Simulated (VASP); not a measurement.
# MgO: relaxation of cell and atoms with PBEsol

MgO:

```
CELL_PARAMETERS angstrom
2.97994 0.00000 0.00000
-1.48997 2.58070 0.00000
0.00000 0.00000 4.86621
ATOMIC_POSITIONS crystal
Mg 0.00000 0.00000 0.00000
Mg 0.00000 0.00000 0.50000
O 0.33333 0.66667 0.25000
O 0.66667 0.33333 0.75000
```

The cell was built by a generator and needn't be a form met in nature.

```yaml
Program: VASP 6.6.1
Task: relaxation of cell and atoms
Functional: PBEsol
Potentials_or_basis: VASP PAW PBE potentials, release 64 (Mg, O)
Cutoff: 600 eV
k_mesh: 12 × 12 × 6
Occupations: gaussian, width 0.02 eV
Spin: no spin polarisation
Dipole_correction: no
Further_INCAR_settings: ALGO = Normal; EDIFF = 1e-06; IBRION = 2; EDIFFG = -0.01; NSW = 65; ISIF = 3
```

* Relaxed volume: 9.46 Å³/atom
* Relaxed cell: a = 2.925 Å, b = 2.925 Å, c = 5.106 Å, α = 90.00°, β = 90.00°, γ = 120.00°
* Space group after relaxing (to 0.05 Å): P6_3/mmc (No. 194)
* Energy gained by relaxing: 41.3 meV/atom
* Ionic steps: 7
* Pressure after relaxing: 0.0 GPa
* Band gap on the k mesh: 4.31 eV, direct

Stress tensor (GPa, compression positive):
```
-0.02  0.00  0.00
 0.00 -0.02  0.00
 0.00  0.00  0.10
```

The path:
```csv
step,energy change (eV),largest force (eV/Å),pressure (GPa),volume (Å³)
1,0.0000,0.0000,2.63,37.42
2,-0.1515,0.0000,-1.46,38.17
3,-0.1648,0.0000,-0.72,38.01
4,-0.1648,0.0000,-0.77,38.02
5,-0.1651,0.0000,0.14,37.80
6,-0.1652,0.0000,-0.06,37.85
7,-0.1652,0.0000,0.02,37.83
```

Final structure:
```
CELL_PARAMETERS angstrom
2.92490 0.00000 0.00000
-1.46245 2.53303 0.00000
0.00000 0.00000 5.10606
ATOMIC_POSITIONS crystal
Mg 0.00000 0.00000 0.00000
Mg 0.00000 0.00000 0.50000
O 0.33333 0.66667 0.25000
O 0.66667 0.33333 0.75000
```

Levels at points of the mesh, in eV from the valence-band top:
```tsv
k point	band 6	band 7	band 8	band 9	band 10	band 11
(0.00, 0.00, 0.00)	-0.52	0.00	0.00	4.31	7.96	11.58
(0.50, 0.00, 0.00)	-1.62	-1.25	-0.73	8.28	9.40	10.16
(0.00, 0.00, 0.50)	-0.27	-0.27	-0.27	6.76	6.76	11.74
(0.50, 0.00, 0.50)	-1.57	-1.00	-1.00	8.51	8.51	10.70
```

Wall time 75 s on 1 thread of AMD EPYC 9R45 (Zen 5), with other jobs on the host, peak memory 0.16 GiB.

Caveat: the PAW data sets were made with another functional, which shifts forces and pressure a little. A k mesh can miss the band edges.
